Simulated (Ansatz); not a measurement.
# Moving the functional in Cs2AgBiBr6

```cif
data_structure
_symmetry_space_group_name_H-M 'Fm-3m'
_symmetry_Int_Tables_number 225
_cell_length_a 11.2322
_cell_length_b 11.2322
_cell_length_c 11.2322
_cell_angle_alpha 90.000
_cell_angle_beta 90.000
_cell_angle_gamma 90.000
_cell_volume 1417.08
loop_
_atom_site_label
_atom_site_type_symbol
_atom_site_symmetry_multiplicity
_atom_site_Wyckoff_symbol
_atom_site_fract_x
_atom_site_fract_y
_atom_site_fract_z
_atom_site_occupancy
Bi1 Bi 4 a 0.00000 0.00000 0.00000 1
Cs1 Cs 8 c 0.25000 0.25000 0.75000 1
Ag1 Ag 4 b 0.50000 0.00000 0.00000 1
Br1 Br 24 e 0.00000 0.00000 0.74945 1
```

The cell comes from a database or a generator and needn't be the form met in nature.

Kept alike: task band structure; k mesh 4 × 4 × 4; occupations fermi-dirac, width 0.05 eV; no spin polarisation. Program: Ansatz, Ansatz PAW. Cutoffs run from 420 to 500 eV. The mesh is that of the run's cell of 10 atoms. No spin-orbit coupling.

| run | band gap (eV) | pressure (GPa) |
| --- | --- | --- |
| A | 1.264 | 1.87 |
| B | 1.665 | 1.01 |
| C | 1.169 | -0.02 |
| D | 1.102 | -1.45 |

Pressure is positive in compression, with a Pulay correction for the finite cutoff. Spin-orbit coupling, left out here, moves the band edges of heavy atoms and can close or invert small gaps. Gaps are the smaller of the mesh's and the band path's. All rows use potentials made for PBE.

**Question.** The runs differ in the functional (and the cutoff that goes with it) alone: LDA; PBE; PBEsol; r2SCAN. Which run is which?

**Answer.** Run A is PBE; run B is r2SCAN; run C is PBEsol; run D is LDA. The band gap runs from 1.102 (LDA) to 1.665 eV (r2SCAN). From PBE: LDA -0.162; PBEsol -0.095; r2SCAN +0.401. The pressure runs from -1.45 (LDA) to 1.87 GPa (PBE). From PBE: LDA -3.32; PBEsol -1.89; r2SCAN -0.86. A positive pressure means that the functional's own cell is larger than the one given, a negative one that it is smaller.
